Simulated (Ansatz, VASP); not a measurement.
# As in VASP and in Ansatz

File POSCAR:

```
As
1.0
   -2.7036817400      0.0000000000     -2.7036817400
    0.0000000000     -2.7036817400     -2.7036817400
   -2.7036817400     -2.7036817400      0.0000000000
As
2
Direct
    0.2763515400      0.2271399200      0.2568997100
    0.7236484600      0.7728600800      0.7431002900
```

Contents of INCAR.step1:

```
SYSTEM = As
PREC     = Accurate       ! precision mode
ENCUT    = 520            ! plane-wave cutoff, eV
EDIFF    = 1E-5           ! SCF threshold, eV
ISMEAR   = -1             ! smearing method
SIGMA    = 0.05           ! smearing width, eV
LREAL    = .False.        ! projectors in reciprocal space
LASPH    = .True.         ! aspherical terms in the spheres
NELM     = 60             ! most SCF steps
ALGO     = Normal         ! electronic algorithm
ISIF     = 2              ! what is computed and relaxed
LWAVE    = .True.         ! write WAVECAR
LCHARG   = .False.        ! write CHGCAR
NBANDS   = 12             ! bands
GGA      = PE             ! functional
```

File INCAR.step2:

```
SYSTEM = As
PREC     = Accurate       ! precision mode
ENCUT    = 520            ! plane-wave cutoff, eV
EDIFF    = 1E-6           ! SCF threshold, eV
ISMEAR   = -1             ! smearing method
SIGMA    = 0.05           ! smearing width, eV
LREAL    = .False.        ! projectors in reciprocal space
LASPH    = .True.         ! aspherical terms in the spheres
NELM     = 60             ! most SCF steps
ALGO     = Normal         ! electronic algorithm
ISIF     = 2              ! what is computed and relaxed
LWAVE    = .False.        ! write WAVECAR
LCHARG   = .False.        ! write CHGCAR
GGA      = PE             ! functional
LHFCALC  = .True.         ! exact exchange
HFSCREEN = 0.1            ! screening, 1/A
AEXX     = 0.25           ! exact-exchange fraction
PRECFOCK = Fast         
NBANDS   = 12             ! bands
ISTART   = 1
```

File KPOINTS:

```
regular mesh
0
Gamma
  5 5 5
  0 0 0
```

File input.yaml:

```yaml
crystal:
  lattice:
    - [-2.70368174, 0.0, -2.70368174]
    - [0.0, -2.70368174, -2.70368174]
    - [-2.70368174, -2.70368174, 0.0]
  atoms:
    - { symbol: As, position: [0.27635154, 0.22713992, 0.25689971] }
    - { symbol: As, position: [0.72364846, 0.77286008, 0.74310029] }
hamiltonian:
  xc: { exchange: pbe, correlation: pbe, exx: { coeff: 0.25, omega: 0.1 } }
  pseudopotentials: { kind: paw }
kpoints:
  mp_grid: { grid: [5, 5, 5] }
scf:
  occupations: { method: fermi_dirac, width: 0.05 }
output:
  forces: true
  stress: true
  eigenvalues: true
```

Change from the starting cell: all atoms moved at random.

Alike in both runs: task single point; functional HSE(alpha, omega); k mesh 5 × 5 × 5; occupations fermi-dirac, width 0.05 eV; no spin polarisation.

|  | VASP | Ansatz |
| --- | --- | --- |
| version | VASP 6.6.1 | Ansatz 0.2.0 |
| potentials or method | VASP PAW PBE potentials, release 64 (As) | Ansatz PAW |
| plane-wave cutoff (eV) | 520 | 420 |
| valence electrons in the cell | 10 | 30 |

Ansatz gave:

- gap on the k mesh at the Fermi level (eV): 0.31
- least direct gap on the mesh (eV): 0.55
- pressure (GPa): 0.7
- largest component of the traceless stress (GPa): 1.99
- rms of the force components (eV/Å): 0.605

**Question.** What did VASP give for the same quantities?

**Answer.** gap on the k mesh at the Fermi level (eV): 0.35; least direct gap on the mesh (eV): 0.59; pressure (GPa): 0.2; largest component of the traceless stress (GPa): 1.98; rms of the force components (eV/Å): 0.607.

Atom by atom the forces differ by 0.003 eV/Å (rms over components). The two sets of potentials don't hold the same shells in valence.

Caveats: the PAW data sets were made with another functional, which shifts forces and pressure a little (VASP); an odd mesh through Γ misses points on the zone boundary, where band edges often lie (VASP); odd divisions of the mesh miss points on the zone boundary, where band edges often lie, so the gap on the mesh can be too wide (Ansatz); the PAW data sets come from PBE, with cores solved anew for the run's functional, which leaves a small shift of forces and pressure (Ansatz); forces of over 1 eV/Å show positions far from the minimum, so gaps and moduli don't describe the material at rest (Ansatz); the thresholds are loose for stress (Ansatz).
